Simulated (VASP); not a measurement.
Set up this calculation in VASP 6.6.1, as the native input.

```yaml
Task: relaxation of the atoms
Functional: PBE
Potentials_or_basis: VASP PAW PBE potentials, release 64 (Sn)
Cutoff: 300 eV
k_mesh: 5 × 5 × 5
Occupations: gaussian, width 0.03 eV
Spin: no spin polarisation
Further_INCAR_settings: ALGO = Fast; EDIFF = 1e-07; IBRION = 2; EDIFFG = -0.01; NSW = 40
```

The structure of Sn lies in POSCAR:

```
Sn                                      
1.0
    0.0000000000      3.2638520121      3.2638520121
    3.2638520121      0.0000000000      3.2638520121
    3.2638520121      3.2638520121      0.0000000000
  Sn            
     2
Direct
     0.0000000000000000    0.0000000000000000    0.0000000000000000
     0.2500000000000000    0.2500000000000000    0.2500000000000000
```

This isn't the form of Sn at room conditions, which is tetragonal (white tin).

The cell isn't the ideal one: a relaxed cell with its volume scaled by 0.94.

These files were run (other wordings do the same):

INCAR

```
SYSTEM = Sn
ALGO = Fast
EDIFF = 1E-7
EDIFFG = -0.01
ENCUT = 300
GGA = PE
IBRION = 2
ISIF = 2
ISMEAR = 0
LASPH = .True.
LCHARG = .False.
LREAL = .False.
LWAVE = .False.
NELM = 80
NSW = 40
PREC = Accurate
SIGMA = 0.03
```

KPOINTS

```
k-points
0
Gamma
  5 5 5
  0 0 0
```

Potentials or basis: VASP PAW PBE potentials, release 64 (Sn).

Launch:

```bash
$ cat potpaw_PBE.64/Sn/POTCAR > POTCAR
$ mpirun -np 1 vasp_std > vasp.out
```

It gave:

```json
{"Pressure after relaxing": "2.6 GPa", "Band gap on the k mesh": "none (metal or under the smearing width)"}
```

Caveat: the relaxation stopped at its first step, so nothing moved.

It took 6.5 s on 1 thread of Intel(R) Xeon(R) Platinum 8488C (Sapphire Rapids), on a shared host, peak memory 0.14 GiB.
